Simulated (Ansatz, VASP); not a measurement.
One calculation of Cu, two programs

Contents of INCAR:

```
SYSTEM = Cu
ALGO = Normal
EDIFF = 1E-6
ENCUT = 520
GGA = PE
ISIF = 2
ISMEAR = -1
LASPH = .TRUE.
LCHARG = .TRUE.
LELF = .TRUE.
LREAL = .FALSE.
LVHAR = .TRUE.
LWAVE = .FALSE.
NBANDS = 12
NELM = 60
PREC = Accurate
SIGMA = 0.08
```

The input KPOINTS:

```
k-points
0
G
  16 16 16
  0 0 0
```

POSCAR

```
Cu
1.0
   -1.4329328528      1.4329328528      1.4329328528
    1.4329328528     -1.4329328528      1.4329328528
    1.4329328528      1.4329328528     -1.4329328528
Cu
1
Direct
    0.0000000000      0.0000000000      0.0000000000
```

Input for Ansatz:

```yaml
crystal:
  lattice:
    - [-1.4329328528, 1.4329328528, 1.4329328528]
    - [1.4329328528, -1.4329328528, 1.4329328528]
    - [1.4329328528, 1.4329328528, -1.4329328528]
  atoms:
    - { symbol: Cu, position: [0.0, 0.0, 0.0] }
kpoints:
  mp_grid: { grid: [16, 16, 16] }
scf:
  occupations: { method: fermi_dirac, width: 0.08 }
hamiltonian:
  xc: pbe
  pseudopotentials: { kind: all_electron, lapw: { basis_error: 0.00025 } }
output:
  forces: true
  stress: true
  eigenvalues: true
```

Change from the starting cell: volume scaled by 0.98.

Alike in both runs: task single point; functional PBE; k mesh 16 × 16 × 16; occupations fermi-dirac, width 0.08 eV; no spin polarisation.

|  | VASP | Ansatz |
| --- | --- | --- |
| version | VASP 6.6.1 | Ansatz 0.2.0 |
| potentials or method | VASP PAW PBE potentials, release 64 (Cu) | all-electron LAPW, scalar-relativistic |
| plane-wave cutoff (eV) | 520 | see its input |

```csv
,VASP,Ansatz,Ansatz less VASP
pressure (GPa),3.5,2.9,-0.57
```

Ansatz ran all-electron here, so the differences hold the error of VASP's frozen core and of both bases.
